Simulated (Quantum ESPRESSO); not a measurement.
Wanted: the native input for a Quantum ESPRESSO 7.5 run.

| Item | Value |
| --- | --- |
| Task | band structure |
| Functional | PBEsol |
| Potentials or basis | SSSP 1.3 efficiency PBE |
| Cutoff | 748 eV |
| Density cutoff | 5987 eV |
| k mesh | 9 × 9 × 9 |
| Occupations | fermi-dirac, width 0.05 eV |
| Spin | collinear spin, ferromagnetic start |
| Starting moments | [2.0] μB |
| Mixing beta | 0.3 |
| Most SCF iterations | 120 |
| SCF threshold | 2e-10 Ry |

Crystal: Pr.

```
CELL_PARAMETERS angstrom
-2.09737 2.09737 2.09737
2.09737 -2.09737 2.09737
2.09737 2.09737 -2.09737
ATOMIC_POSITIONS crystal
Pr 0.00000 0.00000 0.00000
```

This isn't the form of Pr at room conditions, which is double hcp.

One way to write it, as run:

pw.in

```
&CONTROL
  calculation = 'scf'
  prefix = 'pwscf'
  outdir = './tmp'
  pseudo_dir = './pseudo'
  tprnfor = .true.
  tstress = .true.
  disk_io = 'low'
/
&SYSTEM
  ibrav = 0
  nat = 1
  ntyp = 1
  ecutwfc = 55
  ecutrho = 440
  nbnd = 15
  input_dft = 'pbesol'
  occupations = 'smearing'
  smearing = 'fd'
  degauss = 0.00367493
  nspin = 2
  starting_magnetization(1) = 0.1538
/
&ELECTRONS
  conv_thr = 2d-10
  electron_maxstep = 120
  mixing_beta = 0.3
/
ATOMIC_SPECIES
Pr   140.9077 Pr.paw.z_13.atompaw.wentzcovitch.v1.2.upf
CELL_PARAMETERS angstrom
  -2.0973721543    2.0973721543    2.0973721543
   2.0973721543   -2.0973721543    2.0973721543
   2.0973721543    2.0973721543   -2.0973721543
ATOMIC_POSITIONS crystal
Pr     0.0000000000    0.0000000000    0.0000000000
K_POINTS automatic
9 9 9 0 0 0
```

bands.in

```
&CONTROL
  calculation = 'bands'
  prefix = 'pwscf'
  outdir = './tmp'
  pseudo_dir = './pseudo'
  disk_io = 'low'
  verbosity = 'high'
/
&SYSTEM
  ibrav = 0
  nat = 1
  ntyp = 1
  ecutwfc = 55
  ecutrho = 440
  nbnd = 15
  input_dft = 'pbesol'
  occupations = 'smearing'
  smearing = 'fd'
  degauss = 0.00367493
  nspin = 2
  starting_magnetization(1) = 0.1538
/
&ELECTRONS
  conv_thr = 1d-08
  electron_maxstep = 120
  mixing_beta = 0.3
  diago_full_acc = .true.
  startingwfc = 'random'
/
ATOMIC_SPECIES
Pr   140.9077 Pr.paw.z_13.atompaw.wentzcovitch.v1.2.upf
CELL_PARAMETERS angstrom
  -2.0973721543    2.0973721543    2.0973721543
   2.0973721543   -2.0973721543    2.0973721543
   2.0973721543    2.0973721543   -2.0973721543
ATOMIC_POSITIONS crystal
Pr     0.0000000000    0.0000000000    0.0000000000
K_POINTS crystal
60
 0.0000000000  0.0000000000  0.0000000000 1
 0.0416666667 -0.0416666667  0.0416666667 1
 0.0833333333 -0.0833333333  0.0833333333 1
 0.1250000000 -0.1250000000  0.1250000000 1
 0.1666666667 -0.1666666667  0.1666666667 1
 0.2083333333 -0.2083333333  0.2083333333 1
 0.2500000000 -0.2500000000  0.2500000000 1
 0.2916666667 -0.2916666667  0.2916666667 1
 0.3333333333 -0.3333333333  0.3333333333 1
 0.3750000000 -0.3750000000  0.3750000000 1
 0.4166666667 -0.4166666667  0.4166666667 1
 0.4583333333 -0.4583333333  0.4583333333 1
 0.5000000000 -0.5000000000  0.5000000000 1
 0.4375000000 -0.4375000000  0.5000000000 1
 0.3750000000 -0.3750000000  0.5000000000 1
 0.3125000000 -0.3125000000  0.5000000000 1
 0.2500000000 -0.2500000000  0.5000000000 1
 0.1875000000 -0.1875000000  0.5000000000 1
 0.1250000000 -0.1250000000  0.5000000000 1
 0.0625000000 -0.0625000000  0.5000000000 1
 0.0000000000  0.0000000000  0.5000000000 1
 0.0000000000  0.0000000000  0.4444444444 1
 0.0000000000  0.0000000000  0.3888888889 1
 0.0000000000  0.0000000000  0.3333333333 1
 0.0000000000  0.0000000000  0.2777777778 1
 0.0000000000  0.0000000000  0.2222222222 1
 0.0000000000  0.0000000000  0.1666666667 1
 0.0000000000  0.0000000000  0.1111111111 1
 0.0000000000  0.0000000000  0.0555555556 1
 0.0000000000  0.0000000000  0.0000000000 1
 0.0227272727  0.0227272727  0.0227272727 1
 0.0454545455  0.0454545455  0.0454545455 1
 0.0681818182  0.0681818182  0.0681818182 1
 0.0909090909  0.0909090909  0.0909090909 1
 0.1136363636  0.1136363636  0.1136363636 1
 0.1363636364  0.1363636364  0.1363636364 1
 0.1590909091  0.1590909091  0.1590909091 1
 0.1818181818  0.1818181818  0.1818181818 1
 0.2045454545  0.2045454545  0.2045454545 1
 0.2272727273  0.2272727273  0.2272727273 1
 0.2500000000  0.2500000000  0.2500000000 1
 0.2708333333  0.1875000000  0.2708333333 1
 0.2916666667  0.1250000000  0.2916666667 1
 0.3125000000  0.0625000000  0.3125000000 1
 0.3333333333  0.0000000000  0.3333333333 1
 0.3541666667 -0.0625000000  0.3541666667 1
 0.3750000000 -0.1250000000  0.3750000000 1
 0.3958333333 -0.1875000000  0.3958333333 1
 0.4166666667 -0.2500000000  0.4166666667 1
 0.4375000000 -0.3125000000  0.4375000000 1
 0.4583333333 -0.3750000000  0.4583333333 1
 0.4791666667 -0.4375000000  0.4791666667 1
 0.5000000000 -0.5000000000  0.5000000000 1
 0.2500000000  0.2500000000  0.2500000000 1
 0.2083333333  0.2083333333  0.2916666667 1
 0.1666666667  0.1666666667  0.3333333333 1
 0.1250000000  0.1250000000  0.3750000000 1
 0.0833333333  0.0833333333  0.4166666667 1
 0.0416666667  0.0416666667  0.4583333333 1
 0.0000000000  0.0000000000  0.5000000000 1
```

Potentials or basis: SSSP 1.3 efficiency PBE.

The run is started by

```sh
$ OMP_NUM_THREADS=1 mpirun -n 2 pw.x -nk 2 -in pw.in > pw.out
$ OMP_NUM_THREADS=1 mpirun -n 2 pw.x -nk 2 -in bands.in > bands.out
```

Results of the run:

* Pressure: -6.1 GPa
* Band gap on the k mesh: none (metal or under the smearing width)
* Net moment: 3.01 μB per cell
* Absolute moment: 3.01 μB per cell
* Site moments: Pr +2.63 μB
* Valence electrons inside the program's atomic spheres: Pr 11.39

Caveat: the potentials were made for another functional, which shifts forces and pressure; the magnetic or orbital state may not be the lowest; spin-orbit coupling is left out, which moves the levels of the heavy elements.

Wall time 110 s on 2 MPI ranks on Arm Neoverse V1, with other jobs on the host, peak memory 0.52 GiB a rank.
